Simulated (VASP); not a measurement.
Set up this calculation in VASP 6.6.1, as the native input.

```
Task                   : single point
Functional             : PBE
Dispersion             : D3(BJ)
Potentials or basis    : VASP PAW PBE potentials, release 64 (O, C, H)
Cutoff                 : 520 eV
k mesh                 : 1 × 1 × 1
Occupations            : fermi-dirac, width 0.02 eV
Spin                   : no spin polarisation
Dipole correction      : no
Further INCAR settings : LREAL = Auto; ALGO = Fast; EDIFF = 1e-06; NBANDS = 71
```

The structure of H2C3O lies in POSCAR:

```
H2C3O
1.0
    8.6177390000      0.0000000000      0.0000000000
    0.0000000000      8.6177390000      0.0000000000
    0.0000000000      0.0000000000      8.6177390000
O C H
5 15 10
Direct
    0.4410321547      0.5495060827      0.4420881162
    0.6930472134      0.0451626581      0.7603038338
    0.3696561244      0.1708916921      0.4832590080
    0.7000444084      0.4755655747      0.1734677739
    0.4425522750      0.8792445443     -0.1101216920
    0.5498890138      0.4846630885      0.4741034742
    0.6933605207      0.1757537563      0.7812025869
    0.3038848125      0.1596822554      0.3655831303
    0.7383607232      0.5174211008      0.0529721311
    0.5046799398      0.7865868298     -0.0494213157
    0.0738360723      0.8082862570      0.3767345472
    0.2120973958      0.8354511549      0.4109546599
    0.9927545961      0.2200809284      0.5495060827
    0.9896331277      0.1675265403      0.4176733596
    0.1387254824     -0.0152360149      0.9871730857
    0.1383541553      0.0755186482      0.8775271565
    0.2163328455      0.4522764034      0.9065138779
    0.1592761164      0.5516296096      0.8181496330
    0.6553343052      1.0155796085      0.3013435427
    0.6255701176      1.1091308289      0.1967685492
    0.3377103902      0.8428544889      0.4445365542
   -0.0212932882      0.8098760011      0.3075632715
    0.9954815294      0.1221898226      0.2989531245
    0.9611569810      0.2908535522      0.6467937820
    0.1645559235      0.1718316138      0.8004767840
    0.1270634908     -0.1055845391      1.0695612852
    0.1321576344      0.6559957316      0.7586096539
    0.2430683965      0.3702247190      0.9879969677
    0.6065512079      1.1880958567      0.1048070729
    0.7131220846      0.9266815809      0.3842539209
```

The cell was built by a generator and needn't be a form met in nature.

One way to write it, as run:

INCAR

```
SYSTEM = H2C3O
  PREC = Accurate
  ENCUT = 520
  EDIFF = 1E-6
  ISMEAR = -1
  SIGMA = 0.02
  LREAL = Auto
  LASPH = .TRUE.
  NELM = 100
  ALGO = Fast
  ISIF = 2
  LWAVE = .FALSE.
  LCHARG = .FALSE.
  GGA = PE
  IVDW = 12
  NBANDS = 71
```

KPOINTS

```
regular mesh
0
G
  1 1 1
  0 0 0
```

Potentials or basis: VASP PAW PBE potentials, release 64 (O, C, H).

The run is started by

```sh
$ cat potpaw_PBE.64/O/POTCAR potpaw_PBE.64/C/POTCAR potpaw_PBE.64/H/POTCAR > POTCAR
$ mpirun -np 1 vasp_gam > vasp.out
```

It gave:

```json
{
  "Pressure": "-0.4 GPa",
  "Largest force": "6.573 eV/Å",
  "Band gap on the k mesh": "4.35 eV, direct",
  "Dispersion energy per atom": "-0.043 eV"
}
```

Caveat: the standard files for N, O and F lose accuracy on very short bonds.

It took 43 s on 1 thread of Intel(R) Xeon(R) 6975P-C (Granite Rapids), with other jobs on the host, peak memory 0.54 GiB.
